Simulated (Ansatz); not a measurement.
# Bands of Cs

```
Cs
1.0
    -2.55385    2.55385    9.59607
     2.55385   -2.55385    9.59607
     2.55385    2.55385   -9.59607
Cs
2
Cartesian
  2.5538 0.0000 4.7980
  0.0000 0.0000 9.5961
```

Atoms are numbered in the order listed.

Structure from Materials Project entry mp-3 (possibly hypothetical), not relaxed further.

No spin–orbit coupling, which matters for the heavy atoms here.

Computed with DFT, LDA, all-electron LAPW, scalar-relativistic (Ansatz 0.2.0).

Sampling and basis: a Γ-centred 9×9×9 k mesh, Fermi–Dirac smearing of 0.03 eV, basis error target 0.25 meV/atom, no spin polarisation.

Points in fractions of the reciprocal vectors of this cell: Γ (0, 0, 0), X (0, 0, 0.5), P (0.25, 0.25, 0.25), N (0, 0.5, 0), M (0.5, 0.5, -0.5), S (0.268, 0.732, -0.268), S0 (-0.268, 0.268, 0.268). The path joins them by straight lines in the order Γ–X–P–N–Γ–M–S–S0–Γ; legs that retrace an earlier one aren't tabulated. Energies are in eV from the Fermi level.

Q: Metal or insulator at this level of theory?

A: No gap opens: metallic or semimetallic.

Q: Tabulate bands 15 to 21, counted from the lowest band of the run, along the path.

A: 
| k (1/Å) | point | band 15 | band 16 | band 17 | band 18 | band 19 | band 20 | band 21 |
| --- | --- | --- | --- | --- | --- | --- | --- | --- |
| 0.00 | Γ | -10.68 | -10.68 | -10.67 | -10.67 | -1.60 | -0.16 | 0.62 |
| 0.22 |  | -10.70 | -10.69 | -10.69 | -10.68 | -1.36 | 0.12 | 0.64 |
| 0.43 |  | -10.74 | -10.74 | -10.73 | -10.68 | -0.69 | 0.75 | 0.81 |
| 0.65 |  | -10.78 | -10.78 | -10.73 | -10.69 | 0.19 | 0.84 | 1.00 |
| 0.87 | X | -10.80 | -10.80 | -10.70 | -10.70 | 0.60 | 0.60 | 1.22 |
| 0.91 |  | -10.80 | -10.80 | -10.70 | -10.70 | 0.60 | 0.60 | 1.21 |
| 0.95 |  | -10.80 | -10.80 | -10.70 | -10.70 | 0.61 | 0.61 | 1.19 |
| 0.99 |  | -10.80 | -10.80 | -10.70 | -10.70 | 0.61 | 0.61 | 1.17 |
| 1.03 | P | -10.80 | -10.80 | -10.70 | -10.70 | 0.61 | 0.61 | 1.17 |
| 1.19 |  | -10.78 | -10.78 | -10.72 | -10.70 | 0.55 | 0.64 | 0.99 |
| 1.34 |  | -10.74 | -10.74 | -10.72 | -10.69 | 0.33 | 0.51 | 0.78 |
| 1.49 |  | -10.74 | -10.70 | -10.68 | -10.68 | -0.01 | 0.44 | 0.54 |
| 1.65 | N | -10.75 | -10.70 | -10.67 | -10.66 | -0.14 | 0.36 | 0.49 |
| 1.81 |  | -10.75 | -10.69 | -10.67 | -10.66 | -0.58 | 0.35 | 0.83 |
| 1.97 |  | -10.74 | -10.69 | -10.67 | -10.66 | -1.10 | 0.16 | 0.79 |
| 2.13 |  | -10.69 | -10.68 | -10.68 | -10.67 | -1.47 | -0.06 | 0.66 |
| 2.29 | Γ | -10.68 | -10.68 | -10.67 | -10.67 | -1.60 | -0.16 | 0.62 |
| 2.37 |  | -10.68 | -10.68 | -10.67 | -10.67 | -1.56 | -0.28 | 0.73 |
| 2.45 |  | -10.68 | -10.68 | -10.67 | -10.67 | -1.46 | -0.54 | 0.94 |
| 2.53 |  | -10.68 | -10.68 | -10.67 | -10.67 | -1.30 | -0.82 | 1.11 |
| 2.61 | M | -10.68 | -10.68 | -10.67 | -10.67 | -1.08 | -1.08 | 1.22 |
| 2.76 |  | -10.70 | -10.68 | -10.68 | -10.67 | -0.98 | -0.98 | 1.24 |
| 2.90 |  | -10.73 | -10.72 | -10.68 | -10.66 | -0.71 | -0.70 | 1.21 |
| 3.04 |  | -10.74 | -10.71 | -10.67 | -10.66 | -0.34 | -0.28 | 0.92 |
| 3.18 | S | -10.75 | -10.70 | -10.67 | -10.66 | -0.09 | 0.20 | 0.51 |
| 3.27 |  | -10.75 | -10.70 | -10.67 | -10.66 | -0.12 | 0.31 | 0.49 |
| 3.35 |  | -10.75 | -10.70 | -10.67 | -10.66 | -0.14 | 0.36 | 0.49 |
| 3.44 |  | -10.75 | -10.70 | -10.67 | -10.66 | -0.12 | 0.31 | 0.49 |
| 3.52 | S0 | -10.75 | -10.70 | -10.67 | -10.66 | -0.09 | 0.20 | 0.51 |
| 3.69 |  | -10.76 | -10.69 | -10.67 | -10.66 | -0.52 | 0.57 | 0.75 |
| 3.85 |  | -10.75 | -10.68 | -10.67 | -10.66 | -1.07 | 0.41 | 0.62 |
| 4.02 |  | -10.70 | -10.68 | -10.68 | -10.67 | -1.46 | 0.00 | 0.62 |
| 4.18 | Γ | -10.68 | -10.68 | -10.67 | -10.67 | -1.60 | -0.16 | 0.62 |
